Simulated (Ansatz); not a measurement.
Write the native input for Ansatz 0.2.0 that does the following.

- Task: relaxation of cell and atoms
- Functional: LDA
- Potentials or basis: Ansatz PAW
- Cutoff: 420 eV (not typed: the program's choice for these potentials)
- k mesh: 10 × 10 × 10
- Occupations: fermi-dirac, width 0.05 eV
- Spin: no spin polarisation

Crystal: Ga.

```
Ga
1.0
     2.71648    0.00000    0.00000
     0.00000    2.71648    0.00000
     0.00000    0.00000    2.71648
Ga
1
Cartesian
  0.0000 0.0000 0.0000
```

The cell was built by a generator and needn't be a form met in nature.

One way to write it, as run:

input.yaml

```yaml
crystal:
  lattice:
    - [2.71648, 0.0, 0.0]
    - [0.0, 2.71648, 0.0]
    - [0.0, 0.0, 2.71648]
  atoms:
    - { symbol: Ga, position: [0.0, 0.0, 0.0] }
hamiltonian:
  xc: lda
  pseudopotentials: { kind: paw }
kpoints:
  mp_grid: { grid: [10, 10, 10] }
scf:
  occupations: { method: fermi_dirac, width: 0.05 }
output:
  forces: true
  stress: true
  eigenvalues: true
relax:
  f_tol: 0.01
  max_steps: 40
  cell: { stress_tol: 0.05 }
```

Potentials or basis: Ansatz PAW.

Launch:

```sh
$ ansatz run input.yaml --threads 2 --pin off --max-ram 5632MiB --backend cpu --events-out ev --progress --plain --runs-dir out
```

Results of the run:

```yaml
Relaxed_volume: 18.03 Å³/atom
Relaxed_cell: a = 2.622 Å, b = 2.622 Å, c = 2.622 Å, α = 90.00°, β = 90.00°, γ = 90.00°
Space_group_after_relaxing_to_0.05_Å: Pm-3m (No. 221)
Energy_gained_by_relaxing: 35.0 meV/atom
Ionic_steps: 6
Pressure_after_relaxing: 0.0 GPa
Band_gap_on_the_k_mesh: none (metal or under the smearing width)
```

Caveat: the plane-wave basis is chosen anew once the cell has moved, so the energies of steps on either side of that aren't comparable; the PAW data sets come from PBE, with cores solved anew for the run's functional, which leaves a small shift of forces and pressure.

Wall time 2.6 s on 2 threads of Arm Neoverse V2 (shared host), peak memory 0.27 GiB.
